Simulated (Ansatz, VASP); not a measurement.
W: VASP beside Ansatz

File INCAR:

```
SYSTEM = W
PREC = Accurate ; ENCUT = 520
EDIFF = 1E-6 ; ISMEAR = -1
SIGMA = 0.03 ; LREAL = .False.
LASPH = .True. ; NELM = 80
ALGO = Normal ; ISIF = 2
LWAVE = .False. ; LCHARG = .False.
GGA = PE ; NBANDS = 13
```

The input KPOINTS:

```
Automatic mesh
0
Gamma
  6 6 6
  0 0 0
```

Contents of POSCAR:

```
W
1.0
    0.0000000000      2.0300000000      2.0300000000
    2.0300000000      0.0000000000      2.0300000000
    2.0300000000      2.0300000000      0.0000000000
W
1
Direct
    0.0000000000      0.0000000000      0.0000000000
```

Contents of input.yaml:

```yaml
crystal:
  lattice:
    - [0.0, 2.03, 2.03]
    - [2.03, 0.0, 2.03]
    - [2.03, 2.03, 0.0]
  atoms:
    - { symbol: W, position: [0.0, 0.0, 0.0] }
kpoints:
  mp_grid: { grid: [6, 6, 6] }
scf:
  occupations: { method: fermi_dirac, width: 0.03 }
hamiltonian:
  xc: pbe
  pseudopotentials: { kind: all_electron, lapw: { basis_error: 0.002 } }
output:
  forces: true
  stress: true
  eigenvalues: true
```

This isn't the form of W at room conditions, which is bcc.

Alike in both runs: task single point; functional PBE; k mesh 6 × 6 × 6; occupations fermi-dirac, width 0.03 eV; no spin polarisation.

```csv
,VASP,Ansatz
version,VASP 6.6.1,Ansatz 0.2.0
potentials or method,"VASP PAW PBE potentials, release 64 (W_sv)","all-electron LAPW, scalar-relativistic"
plane-wave cutoff (eV),520,see its input
```

```csv
,VASP,Ansatz,Ansatz less VASP
gap on the k mesh at the Fermi level (eV),none,none,-
pressure (GPa),-3.7,-4.2,-0.51
```

A gap of «none» marks a metal or a gap that the smearing closes. Ansatz ran all-electron here, so the differences hold the error of VASP's frozen core and of both bases.

Caveats: the k mesh is coarse (spacing up to 0.45 Å⁻¹), so the values aren't converged. The runs have no spin-orbit coupling, so splittings on W are missing.
